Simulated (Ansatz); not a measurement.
**TiB2: stress in a strained cell**

TiB2 is deformed so: zz strain of -2 %. What stress and forces result, by LAPW, PAW and all-electron datasets made for the crystal?

Method: DFT PBE, scalar-relativistic, in Ansatz 0.2.0.

**1. The starting structure**

Symmetry: P6/mmm, No. 191, hexagonal system. Conventional cell: a = 3.029 Å, b = 3.029 Å, c = 3.228 Å, α = 90.00°, β = 90.00°, γ = 120.00°. Ti (site symmetry 6/mmm) is surrounded by 12 B at 2.38 Å. B (site symmetry -6m2) has 3 B at 1.75 Å and 6 Ti at 2.38 Å as nearest neighbours.

As a file:

```
CELL_PARAMETERS angstrom
3.02920 0.00000 0.00000
-1.51460 2.62336 0.00000
0.00000 0.00000 3.22840
ATOMIC_POSITIONS crystal
Ti 0.00000 0.00000 0.00000
B 0.33333 0.66667 0.50000
B 0.66667 0.33333 0.50000
```

Atoms are numbered in the order of the input: Ti1, B2, B3.

**2. The deformed structure**

Space group P6/mmm before, P6/mmm after.

**3. Full-potential LAPW**

input.yaml reads:

```yaml
crystal:
  lattice:
    - [3.0291982016, 0.0, 0.0]
    - [-1.5145991008, 2.6233625957, 0.0]
    - [0.0, 0.0, 3.163832]
  atoms:
    - { symbol: Ti, position: [0.0, 0.0, 0.0] }
    - { symbol: B, position: [0.3333333333, 0.6666666667, 0.5] }
    - { symbol: B, position: [0.6666666667, 0.3333333333, 0.5] }
kpoints:
  mp_grid: { grid: [15, 15, 13] }
  band_path:
    path:
      - [0.0, 0.0, 0.0]
      - [0.5, 0.0, 0.0]
      - [0.3333333333, 0.3333333333, 0.0]
      - [0.0, 0.0, 0.0]
      - [0.0, 0.0, 0.5]
      - [0.5, 0.0, 0.5]
      - [0.3333333333, 0.3333333333, 0.5]
      - [0.0, 0.0, 0.5]
      - [0.5, 0.0, 0.5]
    npoints: 5
scf:
  occupations: { method: fermi_dirac, width: 0.08 }
hamiltonian:
  xc: pbe
  pseudopotentials: { kind: all_electron, lapw: { basis_error: 0.001 } }
output:
  forces: true
  stress: true
  eigenvalues: true
```

Launch:

```sh
$ ansatz run input.yaml --threads 1 --pin off --max-ram 6144MiB --backend cpu --events-out ev --progress --plain --runs-dir out
```

**4. Frozen-core PAW**

input.yaml reads:

```yaml
crystal:
  lattice:
    - [3.0291982016, 0.0, 0.0]
    - [-1.5145991008, 2.6233625957, 0.0]
    - [0.0, 0.0, 3.163832]
  atoms:
    - { symbol: Ti, position: [0.0, 0.0, 0.0] }
    - { symbol: B, position: [0.3333333333, 0.6666666667, 0.5] }
    - { symbol: B, position: [0.6666666667, 0.3333333333, 0.5] }
kpoints:
  mp_grid: { grid: [15, 15, 13] }
scf:
  occupations: { method: fermi_dirac, width: 0.08 }
hamiltonian:
  xc: pbe
  pseudopotentials: { kind: paw }
output:
  forces: true
  stress: true
  eigenvalues: true
  efg: { contact_densities: true }
  write_density: true
  write_potential: true
  elf: true
  volumetric_format: npy
```

**5. Datasets made for this crystal**

Changes to input.yaml since step 4:

```diff
@@ -15,3 +15,3 @@
   xc: pbe
-  pseudopotentials: { kind: paw }
+  pseudopotentials: { kind: all_electron, datasets: crystal }
 output:
@@ -21,5 +21 @@
   efg: { contact_densities: true }
-  write_density: true
-  write_potential: true
-  elf: true
-  volumetric_format: npy
```

(Steps that only read results are left out.)

Q: Predict the outcome of this session. Wanted: pressure; largest shear or deviatoric stress.

The runs gave:

| quantity | value |
| --- | --- |
| pressure | LAPW 4.91, PAW 4.91, crystal datasets 4.92 GPa |
| largest shear or deviatoric stress (LAPW) | 4.20 GPa |

In words: The largest part of the stress beyond the pressure is 4.20 GPa in size, in the zz component; the atoms are carried along and not relaxed. No run of the undeformed cell stands beside it, so the pressure holds what the given cell had before the change. PAW: stress within 0.03 GPa of LAPW. Crystal datasets: stress within 0.01 GPa of LAPW.
